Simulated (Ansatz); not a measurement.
# AlP at 40 GPa: from Born charge to LO–TO splitting and polaron coupling

These are results of DFT LDA, scalar-relativistic, plane waves, PAW in Ansatz, not measurements. Cutoff 420 eV, 10×10×10 k-points (Γ-centred), fixed occupations. No spin polarisation. Phonons by linear response, acoustic sum rule imposed.

The cell, relaxed at 40 GPa:
```yaml
crystal:
  lattice:
    - [0.00000, 2.48922, 2.48922]
    - [2.48922, 0.00000, 2.48922]
    - [2.48922, 2.48922, 0.00000]
  atoms:
    - { symbol: Al, position: [0.00000, 0.00000, 0.00000] }
    - { symbol: P, position: [0.75000, 0.75000, 0.75000] }
```

Other phases may be more stable at this pressure. The bands were filled as in an insulator; under compression the gap may have closed between mesh points.

Linear response gives ν_TO = 598.2 cm⁻¹, Born charges ±2.073 e (positive on Al) and ε∞ = 8.589. The primitive cell holds 30.848 Å³, and the masses are 26.982 and 30.974 amu.

Task: Find ν_LO and the static dielectric constant.

Result: The long-wave field adds a restoring force: ω_LO² − ω_TO² = Z*²e²/(ε_vac ε∞ μV). In these units ν_LO² − ν_TO² = 4.92064×10⁷ Z*²/(μ V ε∞) cm⁻², with μ = m₁m₂/(m₁ + m₂) = 14.420 amu: 55324 cm⁻². So ν_LO = √(598.2² + 55324) = 642.8 cm⁻¹, and the run gives 642.8. Lyddane–Sachs–Teller then gives ε0 = ε∞ (ν_LO/ν_TO)² = 9.92, against 9.92 in the run (it forms both from the same three quantities, so the match checks the arithmetic only). Between ν_TO and ν_LO the dielectric function is negative and an undamped crystal reflects fully: a reststrahlen band from 15.6 to 16.7 μm.

Task: What do the Clausius–Mossotti polarisability and the Szigeti charge come to?

Result: With the Lorentz local field, α = (3V/4π)(ε∞ − 1)/(ε∞ + 2) = 5.28 Å³ for the pair, and e_S = 3Z*/(ε∞ + 2) = 0.59 e. The Born charge includes the electrons' response to the dipole's own local field, and e_S takes that enhancement out. The Lorentz field assumes point-like polarisable ions, a poor picture once ε∞ is this large, since the electron clouds then overlap or are shared, so both numbers are formal here.

Task: How strongly does a slow electron couple to the LO mode?

Result: For one isotropic parabolic band, Fröhlich's constant is α_F = (1/ε∞ − 1/ε0) √(m* Ry/ħω_LO), with Ry = 13.606 eV, ħω_LO = 79.7 meV and m* in free-electron masses: α_F = 0.0156 × 13.07 × √m* = 0.20 √m*. The band mass isn't part of this run; for m* = 0.1, 0.3 and 1 it gives 0.06, 0.11, 0.20. In weak coupling the polaron lies α_F ħω_LO below the band edge (9 meV at m* = 0.3) with a mass m*(1 + α_F/6); past α_F of about 5 or 6 that expansion fails. A semilocal functional's ε∞ tends to be too large, which taken alone lowers α_F.

Cost: 1 run of about 1.1 core-minutes, on Intel Xeon Processor @ 2.50GHz (Skylake/Cascade Lake) (shared hosts).

The polar response is a modest addition to a stiff, largely covalent lattice. Short-range bond forces already place the TO mode at 598.2 cm⁻¹, and the long-range field raises it only to 642.8 cm⁻¹. Aluminium and phosphorus differ moderately in electronegativity and share electrons in sp³-derived bonds. The Born charge therefore stays below the formal ionic value, and the polarisable valence electrons screen the field it sets up. Lattice displacements accordingly lift the dielectric constant only from 8.589 to 9.92. This small difference, helped by the high LO frequency, keeps the Fröhlich coupling weak for all the band masses tried.

These properties belong to the fourfold-coordinated zinc-blende form. AlP is known to transform well below this pressure to a metallic nickel-arsenide-type phase, which the fixed starting structure excludes, so the reststrahlen band shouldn't be expected from an equilibrated sample. Nor does weak Fröhlich coupling imply high carrier mobility, since deformation-potential and intervalley scattering lie outside it.
